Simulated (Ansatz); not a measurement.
Theory: DFT PBE, scalar-relativistic, plane waves, PAW (Ansatz). All cells share a 420 eV cutoff and Γ-centred k meshes spaced at most about 0.3 Å⁻¹ (about 0.25 or finer for metals, 2π included). No spin polarisation.

Each guess is relaxed in cell and atoms at zero pressure, on a coarse mesh first where it starts far from rest and then on a converged one. The steps can't lower the symmetry of the start, but it can rise. Energies are static (0 K, no zero-point motion).

Two unrelaxed guesses for Sn₃Ge₂:

A.

```xyz
5
Lattice="2.3519 -2.2206 0.0000 2.3519 2.2206 0.0000 -2.0228 0.0000 11.7549" Properties=species:S:1:pos:R:3 pbc="T T T"
Sn    0.0000    0.0000    0.0000
Sn    0.2632    0.0000    9.4039
Sn    2.4177    0.0000    2.3510
Ge    2.5493    0.0000    7.0529
Ge    0.1316    0.0000    4.7020
```

B.

```xyz
5
Lattice="-1.6313 1.6313 11.5350 1.6313 -1.6313 11.5350 1.6313 1.6313 -11.5350" Properties=species:S:1:pos:R:3 pbc="T T T"
Sn    0.0000    0.0000   18.4560
Sn    0.0000    0.0000    0.0000
Sn    0.0000    0.0000    4.6140
Ge    0.0000    0.0000    9.2280
Ge    0.0000    0.0000   13.8420
```

Question: Where do they end, and which end is lower?

Answer: A ends lower, by 14 meV/atom. A: C2/m at 24.6 Å³/atom → I4/mmm at 24.4 Å³/atom; B: I4/mmm at 24.6 Å³/atom → I4/mmm at 24.5 Å³/atom. Counting Ge atoms around Sn (those within 1.25 times the shortest such distance or 1.15 times the sum of covalent radii, 1.27 where that leaves under three; the shortest distance is added where it exceeds 1.18 times the sum of covalent radii; a slash parts the counts of unlike sites), the end of A has Sn 2 from 4.4 Å/4+1 from 3.2 Å and the end of B has Sn 4 from 3.1 Å/8 from 3.2 Å. End of A. Conventional cell: a = 3.464 Å, c = 20.329 Å. Sn on a site of symmetry 4mm is surrounded by 4 Ge at 3.18 Å, 8 Sn at 3.38–3.46 Å and 1 Ge at 3.47 Å; around Sn on a site of symmetry 4/mmm lie 12 Sn at 3.38–3.46 Å; Ge is surrounded by 4 Ge at 2.84 Å, 4 Sn at 3.18 Å, 4 Ge at 3.46 Å and 1 Sn at 3.47 Å. End of B. Conventional cell: a = 3.452 Å, c = 20.531 Å. Sn on a site of symmetry 4mm is surrounded by 4 Ge at 3.10 Å, 8 Sn at 3.45 Å and 1 Sn at 3.91 Å; around Sn on a site of symmetry 4/mmm lie 8 Ge at 3.16 Å, 4 Sn at 3.45 Å and 2 Sn at 3.91 Å; around Ge lie 8 Sn at 3.10–3.16 Å and 4 Ge at 3.45 Å.

Ends held by symmetry can be saddle points. Even the lowest of the cells shown lies +0.17 eV/atom against the elements. The k mesh leaves some 4 meV/atom of noise in the energy of each metallic cell. Some types were kept out of the candidates beforehand, so the set may lack a known form.
